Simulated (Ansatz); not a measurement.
# 1T-VSSe monolayer in a perpendicular field, part 2 of 2

Aim: how the 1T-VSSe monolayer screens a field along its normal, and what the field does to its bands. A positive field points along +c.

Ansatz 0.2.0; plane-wave DFT, PBE-D3(BJ), Ansatz PAW.

So far. Step 2 (Relaxing the slab): The lattice constant a goes from 3.250 to 3.223 Å.

### Step 3. Atoms held, field 0

A sawtooth potential applies the field, turning back in the middle of the vacuum. With the dipole correction the typed value is the field outside the slab. The induced dipole is small, so the SCF threshold is tight.

The cell differs from the one that the last finished run ended in (c 37.766 → 21.056 Å).

Input file input.yaml:

```yaml
crystal:
  lattice:
    - [3.2225457933, 0.0, 0.0]
    - [-1.6112728967, 2.7908065219, 0.0]
    - [0.0, 0.0, 21.0559611236]
  atoms:
    - { symbol: Se, position: [0.6666666667, 0.3333333333, 0.4274324001], spin: -0.04 }
    - { symbol: V, position: [0.0, 0.0, 0.5056544665], spin: 0.48 }
    - { symbol: S, position: [0.3333333333, 0.6666666667, 0.5725675999], spin: -0.01 }
magnetization:
  spin_polarized: true
kpoints:
  mp_grid: { grid: [18, 18, 1] }
  band_path:
    path: [[0, 0, 0], [0.5, 0, 0], [0.33333333, 0.33333333, 0], [0, 0, 0]]
    npoints: 16
hamiltonian:
  xc: pbe
  dispersion: d3bj
scf:
  occupations: { method: fermi_dirac, width: 0.02585 }
  convergence: { dr2_threshold: 1.0e-10 }
efield:
  axis: 3
  dipole_correction: true
  ramp_position: 0.97
  ramp_width: 0.06
  amplitude: 0
output:
  dos: { projected: true, e_range: [-6, 5] }
  write_potential: true
  write_density: true
  volumetric_format: npy
  elf: true
```

Command:

```
$ ansatz run input.yaml --threads 2 --pin off --max-ram 3072MiB --backend cpu --events-out ev --progress --plain --runs-dir out
```

Numbers of over 12 decimals in the logs are rounded to 6 here.

The program printed:

```text
[...]
Crystal: 3 atoms, lattice volume = 189.367 Å³
Basis set: ecut = 420 eV, 3755 PW (Γ)
Bands: 22, of which v1, the nominal top of the filled ones, is band 18 counted from 1 (17 counted from 0)
Symmetry: 6 space group operations
k-points: 37 of 324 (time reversal used)
[...]
Starting moments: Σ|m| = 0.53 μB on 3 of 3 sites
[...]
SCF iter   1: F=—  HF=-9285.997279 eV  |F-HF|=—  |Δ(HF+E_count)|=         —  Δρ=1.52e-2 (↑1.52e-2 ↓1.02e-2)  dr2=1.89e0  dr2_m=4.38e-2  M=0.205 μB ∫|m|=0.265 μB  β_m=0.57  ethr=3.10e-3  p=0.000 e·Å  D=5.96e-7 V/Å  ΔV_dip=-0.00 eV  dr2_dipole=3.39e-2  V_vac-E_F(+/−)=5.71/5.71 eV  ⟨swp⟩=10.5  Hψ=9700  notcnv=0
[...]
efield: sawtooth ramp at fractional position 0.9700 (set: `efield.ramp_position`, or a place that a band, a saddle search or an elastic batch's reference lends), width 0.0600; the density the first Hamiltonian is built on has a dipole p = 0.000 e·Å; the dipole correction subtracts the counter field D = 5.96e-7 V/Å, which shifts the + side's vacuum level by -0.00 eV against the − side's; the planar-averaged density in the ramp window peaks in size at 7.8e-6 e/Å³
[...]
SCF iter   2: F=—  HF=-9286.227735 eV  |F-HF|=—  |Δ(HF+E_count)|=   2.30e-1  Δρ=7.14e-3 (↑7.14e-3 ↓6.48e-3)  dr2=4.46e-1  dr2_m=1.83e-3  M=0.293 μB ∫|m|=0.343 μB  β_m=0.42  ethr=3.10e-3  p=-0.015 e·Å  D=-1.48e-2 V/Å  ΔV_dip=0.31 eV  dr2_dipole=1.01e-2  V_vac-E_F(+/−)=5.39/5.07 eV  ⟨swp⟩=2.0  Hψ=2903  notcnv=0  defer=4
density mixer auto → msr1: a metal under ldos (density of states about μ 1.08 of a free-electron gas's, 12 screened modes)
SCF iter   3: F=—  HF=-9286.739083 eV  |F-HF|=—  |Δ(HF+E_count)|=   5.11e-1  Δρ=4.40e-3 (↑2.75e-3 ↓4.40e-3)  dr2=4.87e-2  dr2_m=9.64e-3  M=0.389 μB ∫|m|=0.453 μB  β_m=0.64  ethr=1.27e-3  p=-0.025 e·Å  D=-2.43e-2 V/Å  ΔV_dip=0.51 eV  dr2_dipole=9.19e-4  V_vac-E_F(+/−)=5.19/4.68 eV  ⟨swp⟩=2.0  Hψ=2440  notcnv=0  defer=4
[...]
SCF iter  13: F=-9286.833369 eV  HF=-9286.833369 eV  |F-HF|=4.00e-11  |Δ(HF+E_count)|=  2.55e-11  Δρ=4.59e-8 (↑4.59e-8 ↓3.99e-8)  dr2=6.45e-12  dr2_m=2.03e-12  M=0.582 μB ∫|m|=0.739 μB  ethr=1.00e-12  p=-0.027 e·Å  D=-2.62e-2 V/Å  ΔV_dip=0.55 eV  dr2_dipole=5.64e-13  V_vac-E_F(+/−)=5.45/4.90 eV  ⟨swp⟩=2.7  Hψ=6016  notcnv=0
SCF 1 converged in 13 iterations: F = -9286.833369 eV  dr2 = 6.45e-12
[...]
NSCF: frozen V_eff on 49 k-points
efield: sawtooth ramp at fractional position 0.9700 (kept from the solve that this one continues, or follows in the run), width 0.0600; the density the first Hamiltonian is built on has a dipole p = -0.027 e·Å; the dipole correction subtracts the counter field D = -2.62e-2 V/Å, which shifts the + side's vacuum level by +0.55 eV against the − side's; the planar-averaged density in the ramp window peaks in size at 7.4e-6 e/Å³
SCF converged after 13 iterations
Magnetization: 0.5824 μB (17.7912 up, 17.2088 down)
Absolute magnetization: 0.7364 μB (∫|ρ↑−ρ↓|, with the PAW one-centre terms)
[...]
Per-site moments (μB) at R_I (Å): [(-0.037471, 1.024989), (0.511629, 0.962696), (-0.00437865, 0.962696)]
Free energy (F): -9286.833369 eV
[...]
Internal energy: -9286.830079 eV  (E = F + TS)
E sigma→0 (E₀):  -9286.831724 eV
Entropy (-TS):   -0.003290 eV (-1.097 meV/atom)
Fermi energy:    -0.686460 eV
Dipole field:    D = -0.026180 V/Å  (p = -0.027398 e·Å, saw-weighted, corrected)
Work function:   Φ+ = 5.4484 eV   Φ− = 4.8972 eV
Levels:          The Fermi level and band energies are counted from a zero that moves with the ramp; work functions are not
[...]
--- Band table (eV; the first three rows and the last of 74) ---
  k-point 0 ↑: bands = [... 14 lower, -3.0303, -1.0488, -1.0488, -0.7908, 0.1936, 0.1936, 2.7191, 2.7191]
  k-point 1 ↑: bands = [... 14 lower, -2.8125, -1.1996, -1.1419, -0.8442, 0.1560, 0.2552, 2.4938, 2.6715]
  k-point 2 ↑: bands = [... 14 lower, -2.5675, -1.7257, -1.3518, -0.9136, 0.1151, 0.3697, 2.0265, 2.5583]
  k-point 36 ↓: bands = [... 14 lower, -4.1434, -3.5271, -3.4867, 0.4579, 0.5080, 0.5478, 1.9929, 2.2390]
```

The job ended after 17 s (2 threads of Intel Xeon 6975P-C (Granite Rapids), shared host; peak memory 0.78 GiB; 33 s of CPU time).

This step gave:

- energy at zero smearing: -9286.8317 eV
- total moment: 0.5824 μB
- site moments: -0.03747, 0.5116, -0.004379 μB
- work function, upper face: 5.448 eV
- work function, lower face: 4.897 eV
- dipole along the normal: -0.02740 e·Å
- step between the vacuum levels: 0.5513 eV

Running mean over a fixed 2.8 Å (it still follows the layers) of the planar mean; the ramp of the sawtooth is left out. The electron's electrostatic potential energy less the Fermi level by z:

| z (Å) | electron's electrostatic potential energy less the Fermi level (eV) |
| --- | --- |
| 3.0 | 4.90 |
| 3.5 | 4.90 |
| 4.0 | 4.90 |
| 4.5 | 4.90 |
| 5.0 | 4.89 |
| 5.5 | 4.88 |
| 6.0 | 4.84 |
| 6.5 | 4.65 |
| 7.0 | 3.80 |
| 7.5 | 2.11 |
| 8.0 | 0.253 |
| 8.5 | -1.58 |
| 9.0 | -3.69 |
| 9.5 | -5.89 |
| 10.0 | -6.90 |
| 10.5 | -7.34 |
| 11.0 | -7.65 |
| 11.5 | -7.01 |
| 12.0 | -4.80 |
| 12.5 | -2.24 |
| 13.0 | 0.0579 |
| 13.5 | 2.45 |
| 14.0 | 4.46 |
| 14.5 | 5.25 |
| 15.0 | 5.41 |
| 15.5 | 5.44 |
| 16.0 | 5.45 |
| 16.5 | 5.45 |
| 17.0 | 5.45 |
| 17.5 | 5.45 |
| 18.0 | 5.45 |

The density of states has structure finer than the step of the table below, so its rows give means over 0.2 eV, whole bins alone (the curve runs from -6 to 1.99 eV). Peaks (eV: height): total -4.87: 8.85, -4.81: 6.83, -3.35: 5.99, -2.64: 5.90, 0.70: 7.44, 1.06: 14.1, 1.64: 8.06; up -4.87: 6.86, -4.29: 3.21, -3.49: 3.47, -2.64: 4.17, 0.59: 4.69, 0.70: 7.05, 1.06: 11.1; down -4.81: 5.22, -3.35: 4.76, -2.50: 3.01, 0.34: 3.14, 1.17: 4.13, 1.28: 5.32, 1.64: 8.06.

The density of states by energy, zero at the Fermi level; means over each step; values in states/eV a cell:

| energy (eV) | total | up | down |
| --- | --- | --- | --- |
| -5.8 | 0.795 | 0.402 | 0.393 |
| -5.6 | 0.863 | 0.453 | 0.410 |
| -5.4 | 1.34 | 0.745 | 0.596 |
| -5.2 | 1.62 | 0.795 | 0.823 |
| -5.0 | 2.75 | 1.51 | 1.24 |
| -4.8 | 4.82 | 2.44 | 2.39 |
| -4.6 | 2.51 | 1.18 | 1.33 |
| -4.4 | 1.58 | 0.874 | 0.711 |
| -4.2 | 1.73 | 0.810 | 0.921 |
| -4.0 | 0.950 | 0.577 | 0.372 |
| -3.8 | 2.38 | 1.32 | 1.06 |
| -3.6 | 2.94 | 1.74 | 1.20 |
| -3.4 | 3.96 | 1.59 | 2.37 |
| -3.2 | 2.03 | 1.01 | 1.02 |
| -3.0 | 2.99 | 1.81 | 1.18 |
| -2.8 | 3.83 | 1.79 | 2.04 |
| -2.6 | 3.99 | 2.05 | 1.94 |
| -2.4 | 3.67 | 1.65 | 2.02 |
| -2.2 | 2.33 | 1.17 | 1.16 |
| -2.0 | 2.44 | 1.27 | 1.17 |
| -1.8 | 2.55 | 1.20 | 1.36 |
| -1.6 | 1.70 | 0.821 | 0.875 |
| -1.4 | 1.34 | 0.726 | 0.617 |
| -1.2 | 1.53 | 0.831 | 0.703 |
| -1.0 | 1.14 | 0.509 | 0.626 |
| -0.8 | 0.913 | 0.585 | 0.328 |
| -0.6 | 1.03 | 0.788 | 0.246 |
| -0.4 | 1.52 | 1.06 | 0.460 |
| -0.2 | 2.30 | 1.62 | 0.681 |
| 0.0 | 1.44 | 0.623 | 0.819 |
| 0.2 | 1.64 | 0.459 | 1.18 |
| 0.4 | 1.69 | 0.287 | 1.40 |
| 0.6 | 2.86 | 2.37 | 0.491 |
| 0.8 | 3.72 | 3.38 | 0.333 |
| 1.0 | 5.89 | 4.26 | 1.63 |
| 1.2 | 3.69 | 0.298 | 3.40 |
| 1.4 | 1.62 | 0 | 1.62 |
| 1.6 | 3.03 | 0 | 3.03 |
| 1.8 | 0.457 | 0 | 0.457 |

Projected DOS per atom over height of the atomic layer and energy from the Fermi level. Layers: Se V S from below.

Values in states/eV, 22 rows by 3 columns, each cell a mean:
```
0.04 0.59 0.04
0.26 1.86 0.17
0.85 3.70 0.57
0.57 2.43 0.33
0.14 1.21 0.17
0.18 1.17 0.21
0.18 1.34 0.28
0.20 0.59 0.15
0.54 0.49 0.27
0.65 0.37 0.39
1.09 0.46 0.85
1.07 0.49 0.85
1.31 1.26 1.46
0.87 1.21 1.35
0.84 0.83 1.10
0.92 0.81 1.16
0.38 0.36 0.52
0.69 0.38 0.63
1.36 0.71 1.59
0.87 0.41 0.94
0.50 0.28 0.39
0.35 0.19 0.23
```
Columns: height of the atomic layer (Å) from 9 to 12.1 (not evenly spaced); rows upwards: energy from the Fermi level (eV) from -5.96 to 1.96.

Projected DOS per atom, spin up over height of the atomic layer and energy from the Fermi level. Layers: Se V S from below.

Ten even steps from '_' (0.00 states/eV) to '@' (2.14 states/eV), each cell a mean:
```
______
______
..%%..
::@@..
__..__
__::__
__==__
__::__
....__
....__
::....
::....
--::--
::----
....::
::::--
..__..
..__..
--..--
::..::
..__..
______
```
Columns: height of the atomic layer (Å) from 9 to 12.1 (not evenly spaced); rows upwards: energy from the Fermi level (eV) from -5.96 to 1.96.

Projected DOS per atom, spin down over height of the atomic layer and energy from the Fermi level. Layers: Se V S from below.

Values in states/eV, 22 rows by 3 columns, each cell a mean:
```
0.04 0.55 0.03
0.26 1.86 0.17
0.45 1.89 0.26
0.06 0.29 0.04
0.10 0.98 0.14
0.08 0.61 0.11
0.07 0.34 0.07
0.10 0.14 0.05
0.32 0.19 0.15
0.34 0.14 0.20
0.57 0.21 0.46
0.55 0.22 0.46
0.64 0.67 0.80
0.41 0.52 0.64
0.49 0.45 0.64
0.44 0.32 0.51
0.16 0.15 0.25
0.38 0.19 0.33
0.68 0.33 0.83
0.43 0.19 0.43
0.24 0.12 0.17
0.18 0.09 0.11
```
Columns: height of the atomic layer (Å) from 9 to 12.1 (not evenly spaced); rows upwards: energy from the Fermi level (eV) from -5.96 to 1.96.

Deep bands are left out, so band numbers here count from the lowest band kept and differ from the log's. The electronic bands at the labelled points (eV, zero at the Fermi level; # counts the bands kept):

| point | up #5 | up #6 | up #7 | up #8 | down #5 | down #6 | down #7 | down #8 |
| --- | --- | --- | --- | --- | --- | --- | --- | --- |
| Γ | -0.36 | -0.36 | -0.10 | 0.88 | 0.21 | 0.21 | 0.45 | 0.85 |
| halfway | -1.74 | -1.09 | -0.57 | 0.80 | -1.70 | -0.86 | -0.06 | 1.28 |
| M | -2.48 | -0.99 | -0.97 | 0.67 | -2.44 | -0.99 | -0.50 | 1.27 |
| halfway | -2.72 | -2.53 | -0.02 | 0.77 | -2.64 | -2.47 | 0.41 | 1.33 |
| K | -2.92 | -2.91 | 0.59 | 0.64 | -2.84 | -2.80 | 1.14 | 1.19 |
| halfway | -2.21 | -1.56 | -0.18 | 0.59 | -2.07 | -1.49 | 0.37 | 0.96 |
| Γ | -0.36 | -0.36 | -0.10 | 0.88 | 0.21 | 0.21 | 0.45 | 0.85 |

Spin density in the ca plane at fractional y = 0.000, with atoms of V within 0.2 Å of it.

Ten even steps from '0' (-0.01 e/Å³) to '9' (0.62 e/Å³), each cell a mean:
```
00000000000000000013752000000000000000000000
00000000000000000001110000000000000000000000
00000000000000000000000000000000000000000000
00000000000000000000000000000000000000000000
00000000000000000000000000000000000000000000
00000000000000000000000000000000000000000000
00000000000000000001321000000000000000000000
00000000000000000025973100000000000000000000
```
Columns run along c (16.0 Å, from fractional 0.16 to 0.92 of the cell), rows up along a (3.2 Å). Atoms in or near the plane, at fractional coordinates: V at (0.51, 0.00).

ELF in the ca plane at fractional y = 0.000, with atoms of V within 0.2 Å of it. It is the smooth field of the valence electrons, not physical close to the nuclei.

Ten even steps from '0' (0.00) to '9' (0.78), each cell a mean:
```
00000000000000122238995121000000000000000000
00000000000012456524542465310000000000000000
00000000000246888852125898753100000000000000
00000000001368999874348999975200000000000000
00000000001368999873237999974100000000000000
00000000000125677742223687531000000000000000
00000000000001234326873233100000000000000000
00000000000000012139996111000000000000000000
```
Columns run along c (16.0 Å, from fractional 0.16 to 0.92 of the cell), rows up along a (3.2 Å). Atoms in or near the plane, at fractional coordinates: V at (0.51, 0.00).

Electrostatic potential energy in the ca plane at fractional y = 0.000, with atoms of V within 0.2 Å of it. With pseudopotentials it is smooth inside the atoms' cores, unlike the true potential.

Values in eV, 5 rows by 16 columns, each cell a mean:
```
  4   4   4   4   4   2  -9 -27 -10   3   4   5   5   5   5   5
  4   4   4   4   3  -3  -4  -9  -4   0   4   5   5   5   5   5
  4   4   4   4   3  -8  -5  -1  -4  -2   4   5   5   5   5   5
  4   4   4   4   3  -1  -4 -16  -4   2   4   5   5   5   5   5
  4   4   4   4   4   2 -11 -27 -12   3   4   5   5   5   5   5
```
Columns run along c (16.0 Å, from fractional 0.16 to 0.92 of the cell; values clipped at the 3rd and 97th percentile), rows up along a (3.2 Å). Atoms in or near the plane, at fractional coordinates: V at (0.51, 0.00).

The work function of the upper face is 5.45 eV.

### Step 4. Atoms held, field 0.1 V/Å

input.yaml: that of step 3 with these lines changed.

```diff
@@ -27,5 +27,4 @@
   ramp_width: 0.06
-  amplitude: 0
+  amplitude: 0.1
 output:
-  dos: { projected: true, e_range: [-6, 5] }
   write_potential: true
@@ -33,2 +32 @@
   volumetric_format: npy
-  elf: true
```

The program printed:

```text
[...]
Crystal: 3 atoms, lattice volume = 189.367 Å³
Basis set: ecut = 420 eV, 3755 PW (Γ)
Bands: 22, of which v1, the nominal top of the filled ones, is band 18 counted from 1 (17 counted from 0)
Symmetry: 6 space group operations
k-points: 37 of 324 (time reversal used)
[...]
Starting moments: Σ|m| = 0.53 μB on 3 of 3 sites
[...]
k-point 0 ↑: bands = [... 14 lower, -3.0415, -1.0553, -1.0553, -0.7915, 0.1872, 0.1872, 2.7125, 2.7125]
  k-point 1 ↑: bands = [... 14 lower, -2.8226, -1.2060, -1.1484, -0.8457, 0.1502, 0.2488, 2.4867, 2.6649]
  k-point 2 ↑: bands = [... 14 lower, -2.5775, -1.7327, -1.3584, -0.9162, 0.1097, 0.3632, 2.0199, 2.5519]
  k-point 36 ↓: bands = [... 14 lower, -4.1473, -3.5425, -3.4822, 0.4512, 0.5021, 0.5421, 1.9869, 2.2350]
[key lines of the parts left out:]
SCF converged after 13 iterations
Magnetization: 0.5841 μB (17.7921 up, 17.2079 down)
Free energy (F): -9286.831927 eV
Fermi energy:    -0.692288 eV
Dipole field:    D = -0.001377 V/Å  (p = -0.001441 e·Å, saw-weighted, corrected)
```

Run time: 16 s. Hardware: 2 threads; peak memory 0.78 GiB.

The dipole is -0.00144 e·Å, 0.0260 e·Å from its value without field.

### Step 5. Single point, field -0.1 V/Å

input.yaml: that of step 4 with these lines changed.

```diff
@@ -27,3 +27,3 @@
   ramp_width: 0.06
-  amplitude: 0.1
+  amplitude: -0.1
 output:
```

The program printed:

```text
[...]
Crystal: 3 atoms, lattice volume = 189.367 Å³
Basis set: ecut = 420 eV, 3755 PW (Γ)
Bands: 22, of which v1, the nominal top of the filled ones, is band 18 counted from 1 (17 counted from 0)
Symmetry: 6 space group operations
k-points: 37 of 324 (time reversal used)
[...]
Starting moments: Σ|m| = 0.53 μB on 3 of 3 sites
[...]
k-point 0 ↑: bands = [... 14 lower, -3.0200, -1.0432, -1.0432, -0.7909, 0.1990, 0.1990, 2.7249, 2.7249]
  k-point 1 ↑: bands = [... 14 lower, -2.8032, -1.1940, -1.1363, -0.8435, 0.1610, 0.2607, 2.4999, 2.6772]
  k-point 2 ↑: bands = [... 14 lower, -2.5586, -1.7195, -1.3459, -0.9117, 0.1197, 0.3754, 2.0319, 2.5640]
  k-point 36 ↓: bands = [... 14 lower, -4.1403, -3.5125, -3.4921, 0.4638, 0.5130, 0.5526, 1.9982, 2.2420]
[key lines of the parts left out:]
SCF converged after 13 iterations
Magnetization: 0.5805 μB (17.7903 up, 17.2097 down)
Free energy (F): -9286.837406 eV
Fermi energy:    -0.681457 eV
Dipole field:    D = -0.050972 V/Å  (p = -0.053342 e·Å, saw-weighted, corrected)
```

Run time: 16 s. Hardware: 2 threads; peak memory 0.79 GiB.

The dipole is -0.0533 e·Å, -0.0259 e·Å from its value without field.

### Step 6. Response, atoms held

This step: plane-wave DFT, PBE-D3(BJ), Ansatz PAW; response to a field along the normal, atoms held (Ansatz 0.2.0).

The dipoles give the slope, and the difference of two potentials shows where the field is screened.

Numbers from this step:

* equivalent conductor thickness p/(ε₀AE): 5.221 Å
* distance between the outer atoms: 3.056 Å

Table of dipole of the cell by applied field:

| applied field (V/Å) | dipole of the cell (e·Å) |
| --- | --- |
| -0.1000 | -0.0533 |
| 0.0000 | -0.0274 |
| 0.1000 | -0.00144 |

Table of total moment by applied field:

| applied field (V/Å) | total moment (μB) |
| --- | --- |
| -0.1000 | 0.581 |
| 0.0000 | 0.582 |
| 0.1000 | 0.584 |

Local field over the applied field, running mean. From the potentials at -0.1 and 0.1 V/Å; running mean over 2.5 Å. The local field over applied field by z:

| z (Å) | local field over applied field |
| --- | --- |
| 4.09 | 0.999 |
| 4.53 | 0.998 |
| 4.97 | 0.995 |
| 5.41 | 0.988 |
| 5.85 | 0.971 |
| 6.29 | 0.932 |
| 6.73 | 0.854 |
| 7.16 | 0.730 |
| 7.60 | 0.581 |
| 8.04 | 0.424 |
| 8.48 | 0.270 |
| 8.92 | 0.145 |
| 9.36 | 0.0742 |
| 9.80 | 0.0440 |
| 10.24 | 0.0288 |
| 10.82 | 0.0340 |
| 11.26 | 0.0565 |
| 11.70 | 0.0973 |
| 12.14 | 0.185 |
| 12.58 | 0.319 |
| 13.01 | 0.475 |
| 13.45 | 0.632 |
| 13.89 | 0.779 |
| 14.33 | 0.890 |
| 14.77 | 0.952 |
| 15.21 | 0.981 |
| 15.65 | 0.993 |
| 16.08 | 0.997 |
| 16.52 | 0.999 |
| 16.96 | 1.000 |

Electrons, planar mean, per unit field. The induced electron density by z:

| z (Å) | induced electron density (e/Å³ per V/Å) |
| --- | --- |
| 4.09 | 2.6e-6 |
| 4.53 | 7.0e-6 |
| 4.97 | 2.0e-5 |
| 5.41 | 5.2e-5 |
| 5.85 | 1.4e-4 |
| 6.29 | 3.3e-4 |
| 6.73 | 7.8e-4 |
| 7.16 | 0.00169 |
| 7.60 | 0.00306 |
| 8.04 | 0.00357 |
| 8.48 | 0.00162 |
| 8.92 | 8.0e-4 |
| 9.36 | 8.2e-4 |
| 9.80 | -4.0e-4 |
| 10.24 | -9.5e-4 |
| 10.82 | 6.3e-4 |
| 11.26 | 3.0e-4 |
| 11.70 | -8.1e-4 |
| 12.14 | -6.0e-4 |
| 12.58 | -0.00244 |
| 13.01 | -0.00383 |
| 13.45 | -0.00266 |
| 13.89 | -0.00130 |
| 14.33 | -5.5e-4 |
| 14.77 | -2.2e-4 |
| 15.21 | -8.4e-5 |
| 15.65 | -3.1e-5 |
| 16.08 | -1.1e-5 |
| 16.52 | -3.9e-6 |
| 16.96 | -1.4e-6 |

By hand: between -0.1 and 0.1 V/Å the dipole changes by 0.05190 e·Å, a slope of 0.2595 e·Å²/V. A perfect conductor of thickness t has p = ε₀AEt, so t = 180.95 × 0.2595 / 8.994 = 5.22 Å (e/ε₀ = 180.95 V·Å, A in Å²).

The induced dipole is that of a conductor 5.22 Å thick.

### Step 7. Outcome

```yaml
gap_without_field: none
work_function_upper_face: 5.45 eV
step_between_the_vacuum_levels: 0.551 eV
equivalent_conductor_thickness_atoms_held: 5.22 Å
```

In words: The induced dipole equals that of a perfect conductor 5.22 Å thick, while the outer atoms lie 3.06 Å apart. The two faces differ: the vacuum level above lies 0.55 eV higher than the one below. There is no gap over 0.03 eV, with or without the field. For an open d or f shell that can be the fault of a semilocal functional without a Hubbard term. The magnetic order is the one reached from the typed start; other orders were not compared. Spin-orbit coupling is left out.

[Logs are printed without paths, hosts, clocks, repeated set-up lines and the standing remarks that a program may print on its own settings, such as how far it seeks lower states.]

[Hosts, paths, dates, database ids (printed as entryN), source tags and the programs' standing remarks are cut or masked in the printed files.]

[Maps of the electrostatic potential energy from Ansatz leave out the sawtooth potential of an applied field or a dipole correction, so their vacuum need not be flat; planar profiles and work functions include it.]

[The density of states shown here was stored with 400 of the rows of the run's finer table, so its peaks can read low, often by over a quarter, or be missed, and its means over a window can be off by a tenth or more.]
